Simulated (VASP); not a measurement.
Write the native input for VASP 6.6.1 that does the following.

- Task: relaxation of cell and atoms
- Functional: r2SCAN
- Potentials or basis: VASP PAW PBE potentials, release 64 (Mg, O)
- Cutoff: 600 eV
- k mesh: 10 × 10 × 10
- Occupations: gaussian, width 0.05 eV
- Spin: no spin polarisation
- Further INCAR settings: ALGO = Normal; EDIFF = 1e-06; IBRION = 2; EDIFFG = -0.01; NSW = 60; ISIF = 3

The structure of MgO lies in POSCAR:

```
MgO
1.0
    2.9380209034      0.0000000000      0.0000000000
   -1.4690104517      2.5444007392      0.0000000000
    0.0000000000      0.0000000000      2.6796800000
Mg O
1 1
Direct
    0.0000000000      0.0000000000      0.0000000000
    0.3333333333      0.6666666667      0.5000000000
```

Measurements of this composition are mostly on another form, of space group No. 225.

One way to write it, as run:

INCAR

```
PREC = Accurate ; ENCUT = 600
EDIFF = 1E-6 ; ISMEAR = 0
SIGMA = 0.05 ; LREAL = F
LASPH = T ; NELM = 80
ALGO = Normal ; ISIF = 3
LWAVE = F ; LCHARG = F
METAGGA = R2SCAN ; LMIXTAU = T
IBRION = 2 ; NSW = 60
EDIFFG = -0.01
```

KPOINTS

```
regular mesh
0
Gamma
  10 10 10
```

Potentials or basis: VASP PAW PBE potentials, release 64 (Mg, O).

The run is started by

```sh
$ cat potpaw_PBE.64/Mg/POTCAR potpaw_PBE.64/O/POTCAR > POTCAR
$ mpirun -np 1 vasp_std > vasp.out
```

It gave:

* Relaxed volume: 9.58 Å³/atom
* Relaxed cell: a = 2.894 Å, b = 2.894 Å, c = 2.642 Å, α = 90.00°, β = 90.00°, γ = 120.00°
* Space group after relaxing (to 0.05 Å): P-6m2 (No. 187)
* Energy gained by relaxing: 9.1 meV/atom
* Ionic steps: 5
* Pressure after relaxing: 0.0 GPa
* Band gap on the k mesh: 4.13 eV, indirect (least direct gap 4.54 eV)

Caveat: the PAW data sets were made with another functional, which shifts forces and pressure a little.

It took 3.5 min on 1 thread of Intel(R) Xeon(R) Platinum 8488C (Sapphire Rapids), with other jobs on the host, peak memory 0.16 GiB.
